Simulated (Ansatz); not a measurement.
Moving the functional in MoSi2

```cif
data_structure
_symmetry_space_group_name_H-M 'P 1'
_symmetry_Int_Tables_number 1
_cell_length_a 4.5353
_cell_length_b 4.5353
_cell_length_c 4.5353
_cell_angle_alpha 138.684
_cell_angle_beta 138.684
_cell_angle_gamma 59.857
_cell_volume 40.25
loop_
_atom_site_label
_atom_site_type_symbol
_atom_site_fract_x
_atom_site_fract_y
_atom_site_fract_z
_atom_site_occupancy
Mo1 Mo 0.00000 0.00000 0.00000 1
Si1 Si 0.66700 0.66700 0.00000 1
Si2 Si 0.33300 0.33300 0.00000 1
```

Kept alike: task equation of state; k mesh 12 × 12 × 12; occupations fermi-dirac, width 0.05 eV; no spin polarisation. Program: Ansatz, Ansatz PAW. Cutoffs run from 420 to 500 eV. The mesh is that of the run's cell of 3 atoms. No spin-orbit coupling.

| run | volume (Å³/atom) | bulk modulus (GPa) |
| --- | --- | --- |
| A | 13.558 | 208.0 |
| B | 13.330 | 222.9 |
| C | 13.040 | 229.4 |
| D | 13.248 | 222.7 |

Volume and modulus come from cells scaled at fixed shape and fractions; off cubic symmetry such a modulus can lie above the relaxed one. All rows use potentials made for PBE.

**Question.** The runs differ in the functional (and the cutoff that goes with it) alone: LDA; PBE; PBEsol; r2SCAN. Which run is which?

**Answer.** Run A is PBE; run B is r2SCAN; run C is LDA; run D is PBEsol. The volume runs from 13.040 (LDA) to 13.558 Å³/atom (PBE). From PBE: LDA -0.518; PBEsol -0.310; r2SCAN -0.228. The bulk modulus runs from 208.0 (PBE) to 229.4 GPa (LDA). From PBE: LDA +21.4; PBEsol +14.7; r2SCAN +14.9.
